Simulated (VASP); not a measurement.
**Be16H (a cell with a defect): single point with PBE+D3(BJ)**

Be16H (a cell with a defect):

```
CELL_PARAMETERS angstrom
-2.29000 -3.96640 0.00000
3.43500 -1.98320 0.00000
0.00000 0.00000 7.17686
ATOMIC_POSITIONS crystal
Be 0.74962 0.49720 0.00123
Be 0.50084 0.33413 0.24999
Be 0.74963 0.49720 0.49875
Be 0.51625 0.34081 0.74999
Be 0.50325 0.99607 0.00439
Be 0.24964 0.83833 0.24999
Be 0.50326 0.99607 0.49559
Be 0.24971 0.81459 0.74999
Be 0.24964 0.50684 0.00519
Be 0.99844 0.33415 0.24999
Be 0.24965 0.50684 0.49480
Be 0.98287 0.34112 0.74999
Be 0.99604 0.99608 0.00438
Be 0.74965 0.82802 0.24999
Be 0.99605 0.99609 0.49560
Be 0.74956 0.83205 0.74999
H 0.24945 0.17125 0.75000
```

The cell was built by a generator and needn't be a form met in nature.

```
Program                : VASP 6.6.1
Task                   : single point
Functional             : PBE
Dispersion             : D3(BJ)
Potentials or basis    : VASP PAW PBE potentials, release 64 (Be, H)
Cutoff                 : 520 eV
k mesh                 : 5 × 6 × 4
Occupations            : gaussian, width 0.1 eV
Spin                   : no spin polarisation
Dipole correction      : no
Further INCAR settings : LREAL = Auto; ALGO = Fast; EDIFF = 1e-07; NBANDS = 30
```

```
Pressure                   : -5.7 GPa
Largest force              : 0.034 eV/Å
Band gap on the k mesh     : none (metal or under the smearing width)
Dispersion energy per atom : -0.336 eV
```

Forces on the atoms (eV/Å):
```
Be  -0.006  0.003 -0.008
Be  -0.004  0.003  0.000
Be  -0.006  0.004  0.008
Be  -0.003 -0.034  0.000
Be  -0.003 -0.001 -0.001
Be   0.003 -0.002  0.000
Be  -0.003 -0.001  0.001
Be   0.009 -0.004  0.000
Be   0.001  0.000 -0.001
Be  -0.004  0.002  0.000
Be   0.001  0.000  0.001
Be   0.023  0.018  0.000
Be  -0.001  0.004 -0.001
Be  -0.003  0.002  0.000
Be  -0.001  0.004  0.001
Be  -0.002  0.001  0.000
H   -0.001  0.002  0.000
```

Stress tensor (GPa, compression positive):
```
-6.25  0.80  0.00
 0.80 -5.33  0.00
 0.00  0.00 -5.62
```

Levels at points of the mesh, in eV from the Fermi level:
| k point | band 13 | band 14 | band 15 | band 16 | band 17 | band 18 | band 19 | band 20 |
| --- | --- | --- | --- | --- | --- | --- | --- | --- |
| (0.00, 0.00, 0.00) | -3.85 | -3.48 | -0.67 | 0.28 | 0.57 | 0.94 | 1.11 | 1.22 |
| (0.00, 0.50, 0.00) | -3.52 | -3.46 | -2.44 | -2.32 | -0.36 | 0.90 | 0.95 | 1.08 |
| (0.00, 0.00, 0.50) | -2.45 | -1.82 | -1.80 | -1.77 | 0.29 | 1.63 | 1.80 | 1.91 |
| (0.00, 0.50, 0.50) | -3.71 | -3.53 | -3.43 | -3.37 | 0.76 | 1.87 | 1.95 | 2.08 |

Run time: 3.4 min on 1 thread of Intel(R) Xeon(R) 6975P-C (Granite Rapids), on a shared host, peak memory 0.34 GiB.
